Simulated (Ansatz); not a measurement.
`FC(F)F` and `OCC(F)(F)F` differ in one atom or group.

Ansatz, PBE0-D4/def2-TZVP geometries, multiplicity 1. Each molecule was computed in one conformer, which needn't be the lowest.

```json
{"property": "HOMO energy (PBE/def2-TZVPP) / eV", "`FC(F)F`": "-9.42"}
{"property": "HOMO energy (ωB97M-V/def2-TZVPP) / eV", "`FC(F)F`": "-13.80"}
{"property": "HOMO–LUMO gap (ωB97M-V/def2-TZVPP) / eV", "`FC(F)F`": "17.25"}
{"property": "HOMO energy (B3LYP/def2-TZVPP) / eV", "`FC(F)F`": "-11.12"}
{"property": "HOMO–LUMO gap (B3LYP/def2-TZVPP) / eV", "`FC(F)F`": "12.64"}
{"property": "HOMO energy (PBE0/def2-TZVPP) / eV", "`FC(F)F`": "-11.34"}
```

**Question.** Give the same properties after the change, and the shifts. (An estimate is asked.)

**Answer.** Ansatz gave: 
| property | `OCC(F)(F)F` | shift |
| --- | --- | --- |
| HOMO energy (PBE/def2-TZVPP) / eV | -7.07 | 2.35 |
| HOMO energy (ωB97M-V/def2-TZVPP) / eV | -11.32 | 2.48 |
| HOMO–LUMO gap (ωB97M-V/def2-TZVPP) / eV | 13.66 | -3.59 |
| HOMO energy (B3LYP/def2-TZVPP) / eV | -8.61 | 2.51 |
| HOMO–LUMO gap (B3LYP/def2-TZVPP) / eV | 9.06 | -3.58 |
| HOMO energy (PBE0/def2-TZVPP) / eV | -8.85 | 2.49 |

With PBE0 the HOMO rises by 2.49 eV and the LUMO falls by 1.12 eV, so the gap narrows by about 3.61 eV. PBE moves the HOMO by 2.35 eV and ωB97M-V by 2.48 eV. The zero-point energy changes by 85.4 kJ/mol with +12 modes.

B3LYP here is the variant with VWN-RPA as its local correlation; programs differ in this.

Positive LUMOs are unbound, so they and the gaps depend on the basis.
